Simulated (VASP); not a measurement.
# Relaxed cell of La2O3: a test of cutoff and mesh, part 2 of 2

How far does the relaxed cell of La2O3 depend on cutoff and k mesh? The starting structure is a computed structure from the Materials Project. The first relaxation on each setting starts from this cell expanded by 3 % in volume.

VASP 6.6.1.

Results so far: reference 15.95 Å³ an atom; a cutoff of 400 eV 15.49 Å³ an atom; a 4×4×2 mesh 15.95 Å³ an atom.

### 5. Relaxation with a cutoff of 680 eV

Level of this step: PBEsol; plane waves and PAW (La, O) (VASP).

Against step 2 the input has ENCUT = 680. This run starts from the cell of an earlier relaxation, which isn't shown; the restart sets up the plane waves anew.

File INCAR:

```
SYSTEM = La2O3
PREC = Accurate
ENCUT = 680
EDIFF = 1E-06
NELM = 100
ISMEAR = 0
SIGMA = 0.03
LREAL = .FALSE.
ALGO = Normal
GGA = PS
NBANDS = 26
LASPH = .TRUE.
LORBIT = 11
LWAVE = .FALSE.
LCHARG = .FALSE.
KPAR = 8
IBRION = 2
NSW = 50
ISIF = 3
EDIFFG = -0.006
```

File POSCAR:

```
La2O3
1.0
    3.9034177849      0.0000000000      0.0000000000
   -1.9517088924      3.3804589634      0.0000000000
    0.0000000000      0.0000000000      6.0342381993
La O
2 3
Direct
    0.3333333333      0.6666666667      0.2453393101
    0.6666666667      0.3333333333      0.7546606899
    0.0000000000      0.0000000000      0.0000000000
    0.3333333333      0.6666666667      0.6460721749
    0.6666666667      0.3333333333      0.3539278251
```

File KPOINTS:

```
Automatic mesh
0
Gamma
6 6 4
0 0 0
```

Potentials, in the order of the species: La and O (PBE family, release 64).

Started as:

```
> mpirun -np 8 vasp_std
```

The log of the run:

```text
[... set-up lines as in an earlier step ...]
 entering main loop
       N       E                     dE             d eps       ncg     rms          rms(c)
DAV:   1     0.505465159589E+03    0.50547E+03   -0.18478E+04  1272   0.291E+03
DAV:   2     0.929176141664E+02   -0.41255E+03   -0.40096E+03  1728   0.400E+02
DAV:   3    -0.309522904801E+02   -0.12387E+03   -0.12142E+03  2136   0.223E+02
DAV:   4    -0.476317038605E+02   -0.16679E+02   -0.16653E+02  2144   0.854E+01
[...]
DAV:  15    -0.437216112506E+02   -0.16885E-05   -0.97803E-06  2160   0.215E-02    0.655E-03
DAV:  16    -0.437216117963E+02   -0.54570E-06   -0.11277E-05  2176   0.225E-02    0.218E-03
DAV:  17    -0.437216118916E+02   -0.95286E-07   -0.73030E-07  1176   0.103E-02
   1 F= -.43721612E+02 E0= -.43721612E+02  d E =-.437216E+02
[...]
reached required accuracy - stopping structural energy minimisation
```

Elapsed: 16 s, on 8 MPI ranks of Intel Xeon 6975P-C (Granite Rapids), shared host; peak memory 2.5 GiB; 1.7 min of CPU time.

Parts of OUTCAR (step 5):

```text
  Total       -0.0133393     -0.0133393     -0.0289359     -0.0000000      0.0000000     -0.0000000
  in kB       -0.2684117     -0.2684117     -0.5822435     -0.0000000      0.0000000     -0.0000000
  external PRESSURE =      -0.3730223 kB  Pullay stress =       0.0000000 kB

 POSITION                                       TOTAL-FORCE (eV/Angst)
 -----------------------------------------------------------------------------------
     -0.00000      2.25364      1.48044        -0.000000      0.000000     -0.004989
      1.95171      1.12682      4.55380         0.000000     -0.000000      0.004989
      0.00000      0.00000      0.00000        -0.000000      0.000000     -0.000000
     -0.00000      2.25364      3.89855         0.000000      0.000000     -0.001108
      1.95171      1.12682      2.13568         0.000000      0.000000      0.001108
 -----------------------------------------------------------------------------------
    total drift:                               -0.000000      0.000000     -0.000000

  FREE ENERGIE OF THE ION-ELECTRON SYSTEM (eV)
  ---------------------------------------------------
  free  energy   TOTEN  =       -43.7216118916 eV

  energy  without entropy=      -43.7216118916  energy(sigma->0) =      -43.72161189

[... 2 parts as in an earlier step ...]

[... 2 further parts left out ...]
[key lines of the parts left out:]
E-fermi :   6.2556
```

With a cutoff of 680 eV the cell ends at 15.925 Å³ an atom, -0.13 % from the reference.

### 6. Relaxation with a 9×9×6 mesh

Against step 2 the input has a 9×9×6 mesh. This run starts from the cell of an earlier relaxation, which isn't shown; the restart sets up the plane waves anew.

Edit INCAR of step 5 so:

```diff
@@ -2,3 +2,3 @@
 PREC = Accurate
-ENCUT = 680
+ENCUT = 520
 EDIFF = 1E-06
```

File POSCAR:

```
La2O3
1.0
    3.9039884919      0.0000000000      0.0000000000
   -1.9519942459      3.3809532101      0.0000000000
    0.0000000000      0.0000000000      6.0383769919
La O
2 3
Direct
    0.3333333333      0.6666666667      0.2453500832
    0.6666666667      0.3333333333      0.7546499168
    0.0000000000      0.0000000000      0.0000000000
    0.3333333333      0.6666666667      0.6460825255
    0.6666666667      0.3333333333      0.3539174745
```

File KPOINTS:

```
Automatic mesh
0
Gamma
9 9 6
0 0 0
```

Started as:

```
> mpirun -np 8 vasp_std
```

The log of the run:

```text
[... set-up lines as in an earlier step ...]
 entering main loop
       N       E                     dE             d eps       ncg     rms          rms(c)
DAV:   1     0.474415009275E+03    0.47442E+03   -0.15627E+04  3296   0.237E+03
DAV:   2     0.854714779296E+02   -0.38894E+03   -0.37868E+03  4528   0.381E+02
DAV:   3    -0.316017064867E+02   -0.11707E+03   -0.11445E+03  5554   0.203E+02
DAV:   4    -0.477183194782E+02   -0.16117E+02   -0.16091E+02  5550   0.816E+01
[...]
DAV:  14    -0.437094136878E+02   -0.78731E-06   -0.74876E-05  5592   0.819E-02    0.744E-03
DAV:  15    -0.437094147388E+02   -0.10511E-05   -0.70751E-06  5432   0.195E-02    0.523E-03
DAV:  16    -0.437094146962E+02    0.42604E-07   -0.45819E-06  4832   0.143E-02
   1 F= -.43709415E+02 E0= -.43709415E+02  d E =-.437094E+02
[...]
reached required accuracy - stopping structural energy minimisation
```

Elapsed: 21 s, on 8 MPI ranks; peak memory 2.4 GiB.

From OUTCAR (step 6):

```text
  Total        0.0159190      0.0159190     -0.0119769      0.0000000      0.0000000      0.0000000
  in kB        0.3200065      0.3200065     -0.2407623      0.0000000      0.0000000      0.0000000
  external PRESSURE =       0.1330835 kB  Pullay stress =       0.0000000 kB

 POSITION                                       TOTAL-FORCE (eV/Angst)
 -----------------------------------------------------------------------------------
     -0.00000      2.25397      1.48152         0.000000      0.000000     -0.001723
      1.95199      1.12698      4.55686        -0.000000      0.000000      0.001723
      0.00000      0.00000      0.00000         0.000000      0.000000      0.000000
     -0.00000      2.25397      3.90129         0.000000     -0.000000     -0.003942
      1.95199      1.12698      2.13709        -0.000000      0.000000      0.003942
 -----------------------------------------------------------------------------------
    total drift:                               -0.000000      0.000000      0.000000

  FREE ENERGIE OF THE ION-ELECTRON SYSTEM (eV)
  ---------------------------------------------------
  free  energy   TOTEN  =       -43.7094146962 eV

  energy  without entropy=      -43.7094146962  energy(sigma->0) =      -43.70941470

[... 1 part as in an earlier step ...]

[... 3 further parts left out ...]
[key lines of the parts left out:]
E-fermi :   6.2544
```

With a 9×9×6 mesh the cell ends at 15.940 Å³ an atom, -0.03 % from the reference.

### 7. Comparison

```
               run  volume (Å³/atom)  change (%)  pressure left (GPa)  core minutes
         reference            15.945           -                -0.04          13.0
a cutoff of 400 eV            15.493       -2.83                -0.04          14.3
      a 4×4×2 mesh            15.953        0.05                  0.0          6.05
a cutoff of 680 eV            15.925       -0.13                -0.04          24.7
      a 9×9×6 mesh             15.94       -0.03                 0.01          27.2
```

Core minutes are wall time times ranks, summed over the relaxations behind a row (those for a bulk modulus apart), on shared hosts.

### 8. What came out

```json
{"volume of the reference": "15.95 Å³/atom", "volume against the reference, a cutoff of 400 eV": "-2.83 %", "volume against the reference, a 4×4×2 mesh": "+0.05 %", "volume against the reference, a cutoff of 680 eV": "-0.13 %", "volume against the reference, a 9×9×6 mesh": "-0.03 %"}
```

The volume moves most with a cutoff of 400 eV: -2.83 %, a by -0.6 % and c by -1.8 % against the reference (520 eV, 6×6×4 mesh). On finer settings it changes by -0.13 % with a cutoff of 680 eV and -0.03 % with a 9×9×6 mesh. The relaxations stop with up to 0.04 GPa left, which at a bulk modulus of 50 GPa, to name a scale, is 0.07 % of the volume, and more along a soft axis. That understates it: a restart alone still moved the volume by up to 1.0 %. A cell that shrinks at the lower cutoff is the usual mark of Pulay stress, the error that a plane-wave basis makes when it is kept while the volume changes. Further runs on this material are not shown.

[Lines on the potential files, build, host, timing and source positions are cut from VASP's logs without a mark.]

[Logs are printed without paths, hosts, clocks, repeated set-up lines and the standing remarks that a program may print on its own settings, such as how far it seeks lower states.]

[Hosts, paths, dates, database ids (printed as entryN), source tags and the programs' standing remarks are cut or masked in the printed files.]
